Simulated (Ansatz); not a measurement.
Os (bcc): energy against volume

The calculation used Ansatz, DFT, PBE, plane waves (420 eV) with PAW, scalar-relativistic.

The cell is scaled uniformly from the relaxed one, with fractional coordinates and shape fixed. Energies are extrapolated to zero smearing, pressures are those at the given smearing. Magnetic state: spin not included.

A Birch-Murnaghan fit gives V₀ = 14.77 Å³/atom, B₀ = 352 GPa, B₀′ = 4.8.

**Question.** What are the energy above the minimum and the pressure at 13.015 Å³/atom?

**Answer.** 293.3 meV/atom and 60.63 GPa as computed.

**Question.** What are the energy above the minimum and the pressure at 14.198 Å³/atom?

**Answer.** 26.5 meV/atom and 15.80 GPa as computed.

**Question.** What are the energy above the minimum and the pressure at 15.973 Å³/atom?

**Answer.** 92.1 meV/atom and -22.32 GPa as computed.
